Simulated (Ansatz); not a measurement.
A AlN cell: a random packing after short dynamics, relaxed.

```yaml
crystal:
  lattice:
    - [5.67307, -0.14400, -0.29260]
    - [-0.14230, 5.47408, -0.02895]
    - [-0.27071, -0.05438, 6.31177]
  atoms:
    - { symbol: Al, position: [0.14977, 0.72183, 0.56684] }
    - { symbol: Al, position: [0.86781, 0.21523, 0.55724] }
    - { symbol: Al, position: [0.64834, 0.67225, 0.71931] }
    - { symbol: Al, position: [0.80178, 0.37901, 0.04753] }
    - { symbol: Al, position: [0.29343, 0.31950, 0.83266] }
    - { symbol: Al, position: [0.60663, 0.93174, 0.12549] }
    - { symbol: Al, position: [0.40410, 0.51002, 0.24428] }
    - { symbol: Al, position: [0.41305, 0.12589, 0.47860] }
    - { symbol: Al, position: [0.07208, 0.97259, 0.14130] }
    - { symbol: N, position: [0.14523, 0.05624, 0.63050] }
    - { symbol: N, position: [0.65894, 0.25023, 0.29840] }
    - { symbol: N, position: [0.58932, 0.13476, 0.88750] }
    - { symbol: N, position: [0.92869, 0.52334, 0.68852] }
    - { symbol: N, position: [0.33381, 0.84582, 0.28626] }
    - { symbol: N, position: [0.38995, 0.48779, 0.56863] }
    - { symbol: N, position: [0.13659, 0.31360, 0.09845] }
    - { symbol: N, position: [0.63993, 0.01418, 0.68671] }
    - { symbol: N, position: [0.56201, 0.60980, 0.99644] }
```

Level of theory: DFT PBEsol, scalar-relativistic, plane waves, PAW in Ansatz 0.2.0.

Cutoff 420 eV; k points 4×4×4 on the computed 18-atom cell (Γ-centred); Gaussian smearing, width 0.02 eV; no spin polarisation.

Problem. Describe its local order.

Solution. Counting as bonded all pairs within 1.2 times the summed covalent radii, but none from a metal cation to another cation:

| atom → neighbour | mean count | mean length (Å) | spread (Å) |
| --- | --- | --- | --- |
| Al → N | 4.00 | 1.95 | 0.08 |
| N → Al | 4.00 | 1.95 | 0.08 |
| N → N | 0.22 | 1.48 | 0.00 |

Angles between all pairs of such bonds at an atom (mean ± spread): 108 ± 23° at Al, 108 ± 21° at N.

Problem. Does it have a gap?

Solution. It has a gap on the mesh of 1.59 eV. Levels at Γ next to the Fermi level (eV from it): -2.84, -2.65, -2.58, -2.05, -1.73, -1.47, 1.07, 1.57, 2.58, 3.13, 3.82, 3.89. It lies 0.89 eV/atom below the elements' standard states (static lattices, no corrections for gases).

Cost: 2 runs of about 2.6 core-minutes in all (earlier runs that led there not counted), on Arm Neoverse V1 (shared hosts).